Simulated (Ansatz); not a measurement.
C₄H₆ (`C=C1CC1`): measurement beside calculation (Ansatz, PBE0-D4/def2-TZVP geometry).

Z-matrix (Å, degrees):
```
C
C 1 1.458
C 1 1.528 2 58.4
H 1 1.085 2 118.7 3 106.6
H 1 1.085 2 118.7 3 -106.6
C 2 1.314 1 148.4 3 180.0
H 3 1.085 1 117.7 2 108.3
H 3 1.085 1 117.7 2 -108.3
H 6 1.085 2 121.2 1 0.0
H 6 1.085 2 121.2 1 -180.0
```

Enthalpy of formation at 298 K: 47.9 kcal/mol (zero for an element's reference state; older measured values of the G2 set, as listed by Staroverov and co-workers, J. Chem. Phys. 119, 12129, 2003). With their computed zero-point and thermal terms and the atoms' enthalpies of Curtiss and co-workers (1997) it gives an electronic atomization energy of 990.6 kcal/mol.

```
             level  atomization (kcal/mol)   error  error per bond
       LDA (SPW92)                  1138.4   147.7            14.8
            PBE-D4                  1022.6    32.0             3.2
         revPBE-D4                   998.7     8.0             0.8
           BLYP-D4                   992.8     2.1             0.2
         r2SCAN-D4                   998.5     7.8             0.8
            B97M-V                   997.8     7.1             0.7
           PBE0-D4                  1006.4    15.8             1.6
          B3LYP-D4                   995.3     4.6             0.5
        r2SCANh-D4                   993.6     3.0             0.3
        r2SCAN0-D4                   986.7    -4.0            -0.4
          HSE06-D4                  1007.2    16.5             1.7
          BHLYP-D4                   967.6   -23.0            -2.3
      CAM-B3LYP-D4                   998.1     7.4             0.7
           ωB97X-V                   994.4     3.8             0.4
           ωB97M-V                   996.5     5.9             0.6
            B2PLYP                   985.7    -4.9            -0.5
          PBE-QIDH                   995.3     4.7             0.5
               PBE                  1019.1    28.4             2.8
            revPBE                   985.8    -4.8            -0.5
              BLYP                   984.6    -6.0            -0.6
            r2SCAN                   997.6     6.9             0.7
              PBE0                  1003.5    12.8             1.3
             B3LYP                   989.6    -1.1            -0.1
           r2SCANh                   992.7     2.1             0.2
           r2SCAN0                   985.7    -5.0            -0.5
             HSE06                  1004.4    13.8             1.4
             BHLYP                   963.7   -26.9            -2.7
         CAM-B3LYP                   995.1     4.5             0.4
           LC-ωPBE                   997.6     6.9             0.7
     HF/def2-TZVPP                   739.4  -251.2           -25.1
    MP2/def2-TZVPP                   984.8    -5.9            -0.6
SCS-MP2/def2-TZVPP                   978.5   -12.1            -1.2
   CCSD/def2-TZVPP                   954.5   -36.2            -3.6
CCSD(T)/def2-TZVPP                   968.9   -21.8            -2.2
     HF/def2-QZVPP                   740.2  -250.5           -25.0
    MP2/def2-QZVPP                   997.4     6.8             0.7
SCS-MP2/def2-QZVPP                   992.8     2.2             0.2
      HF/CBS(def2)                   740.3  -250.3           -25.0
     MP2/CBS(def2)                  1006.4    15.8             1.6
    CCSD/CBS(def2)                   976.1   -14.5            -1.5
 CCSD(T)/CBS(def2)                   990.5    -0.1             0.0
```

Functionals use def2-TZVPP; B3LYP here is the variant with VWN-RPA as its local correlation; programs differ in this. The calculations leave out spin–orbit coupling, scalar relativity and, for the correlated methods, core correlation; together these are worth up to about 1 kcal/mol a heavy atom. HSE06 is defined as in plane-wave codes. CBS adds triple-zeta CCSD(T) − MP2 to the MP2 limit. T1 = 0.010.
